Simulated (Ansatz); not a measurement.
Stoichiometric slabs of Al (P6_3/mmc (No. 194)), cut along different planes. They are 9 to 21 Å thick, cut from the relaxed bulk and then relaxed; γ is the mean of both faces, φ the top face's.

```cif
data_structure
_symmetry_space_group_name_H-M 'P6_3/mmc'
_symmetry_Int_Tables_number 194
_cell_length_a 2.8222
_cell_length_b 2.8222
_cell_length_c 9.2621
_cell_angle_alpha 90.000
_cell_angle_beta 90.000
_cell_angle_gamma 120.000
_cell_volume 63.89
loop_
_atom_site_label
_atom_site_type_symbol
_atom_site_symmetry_multiplicity
_atom_site_Wyckoff_symbol
_atom_site_fract_x
_atom_site_fract_y
_atom_site_fract_z
_atom_site_occupancy
Al1 Al 2 a 0.00000 0.00000 0.00000 1
Al2 Al 2 c 0.33333 0.66667 0.25000 1
```

Level of theory: Ansatz 0.2.0, DFT r2SCAN, scalar-relativistic, plane waves, PAW. Cutoff 500 eV, k spacing 0.19 to 0.25 Å⁻¹, dipole correction; spin where the bulk is magnetic.

```tsv
slab	cell (Å²)	γ as cut (J/m²)	γ relaxed (J/m²)	φ (eV)
(001), Al/Al	6.9	0.86	0.86	4.11
(001), Al/Al	6.9	0.87	0.86	4.17
(001), Al/Al	6.9	0.90	0.89	4.05
(101), Al/Al	27.0	1.01	0.99	4.19
(102), Al/Al	29.6	1.01	1.00	4.21
```

(1) Estimate γ for (100), Al/Al (cell 26.1 Å², bulk gap 0.0 eV).

(2) Which of these faces must appear on a crystal's equilibrium shape?

Reconstructions weren't sought.

## Answers

(1) 1.15 J/m² as cut and 1.13 J/m² relaxed, the highest of the 6.

(2) By Wulff's rule each face lies at a distance from the centre in proportion to its γ, so the lowest, (001), Al/Al at 0.86 J/m², lies nearest and is sure to appear among those computed; areas also depend on angles and on how many equivalent faces there are.

The reference crystal is a form of Al, which isn't its usual structure.